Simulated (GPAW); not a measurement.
Wanted: an ASE script for a GPAW 26.7.0 run.

* Task: band structure
* Functional: r2SCAN
* Potentials or basis: GPAW PAW data sets (gpaw-data 1.2.1)
* Cutoff: 600 eV
* Basis: pw
* k mesh: 9 × 9 × 9
* Occupations: fermi-dirac, width 0.05 eV
* Spin: spin-orbit coupling, no magnetisation
* Maxiter: 150
* Band path: GXWKGLUWLK,UX
* Band points: 80
* spin axis theta (degrees): 90
* spin axis phi (degrees): 0
* Soc after scf: second variation without the xc potential

The structure of Pt lies in Pt.xyz:

```xyz
1
Lattice="0.0000000000 1.9609000000 1.9609000000 1.9609000000 0.0000000000 1.9609000000 1.9609000000 1.9609000000 0.0000000000" Properties=species:S:1:pos:R:3 pbc="T T T"
Pt     0.0000000000      0.0000000000      0.0000000000
```

These files were run (other wordings do the same):

run.py

```python
import numpy as np
from ase.dft.bandgap import bandgap
from ase.io import read, write
from ase.units import Bohr, GPa
from gpaw import GPAW, PW
from gpaw.elf import elf_from_dft_calculation
from gpaw.spinorbit import soc_eigenstates

atoms = read('Pt.xyz')

calc = GPAW(mode=PW(600),
            xc='MGGA_X_R2SCAN+MGGA_C_R2SCAN',
            kpts={'size': (9, 9, 9), 'gamma': True},
            occupations={'name': 'fermi-dirac', 'width': 0.05},
            nbands=17,
            convergence={'density': 1e-05, 'energy': 1e-05},
            maxiter=150,
            txt='gpaw.txt')
atoms.calc = calc
energy = atoms.get_potential_energy()
forces = atoms.get_forces()
stress = atoms.get_stress()
calc.write('gs.gpw')
write('result.traj', atoms)
print(f'Energy: {energy:.6f} eV')
print('Forces (eV/A):')
print(forces.round(4))
print('Stress (GPa):', (stress / GPa).round(3))
print('Fermi level:', round(calc.get_fermi_level(), 4), 'eV')
print(f'Gap: {bandgap(calc)[0]:.4f} eV, direct: {bandgap(calc, direct=True)[0]:.4f} eV')

# fields on the real-space grid
write('density.cube', atoms, data=calc.get_pseudo_density() * Bohr**3)
write('potential.cube', atoms, data=calc.get_electrostatic_potential())
write('elf.cube', atoms, data=elf_from_dft_calculation(calc).data)

path = atoms.cell.bandpath('GXWKGLUWLK,UX', npoints=80, eps=1e-4)
bs_calc = calc.fixed_density(kpts=path, symmetry='off', nbands=25,
                             convergence={'bands': 'CBM+6.0', 'eigenstates': 1e-6}, txt='bands.txt')
bs = bs_calc.band_structure()
bs.write('bs.json')
print(f'Gap on the path: {bandgap(bs_calc)[0]:.4f} eV')

soc = soc_eigenstates(bs_calc, theta=90, phi=0, ignore_xc_potential=True)
np.savetxt('soc_bands.dat', soc.eigenvalues(), fmt='%.4f')
mesh = soc_eigenstates('gs.gpw', theta=90, phi=0, ignore_xc_potential=True)
np.savetxt('soc_mesh.dat', mesh.eigenvalues(), fmt='%.4f')
print('Fermi level with spin-orbit coupling:', round(mesh.fermi_level, 4), 'eV')
```

Potentials or basis: GPAW PAW data sets (gpaw-data 1.2.1), pw.

The run is started by

```bash
$ OMP_NUM_THREADS=1 python run.py
```

Results of the run:

```
Pressure                : 5.5 GPa
Band gap along the path : none (metal or under the smearing width)
```

Caveat: spin-orbit coupling was added after a scalar SCF, so levels and gaps hold it while energy, forces, pressure and moments don't; this program's spin-orbit splittings come out too wide for heavy elements; the PAW data sets were made with another functional, which shifts forces and pressure a little.

Run time: 34 s on 1 thread of Arm Neoverse V1, on a shared host, peak memory 0.3 GiB.
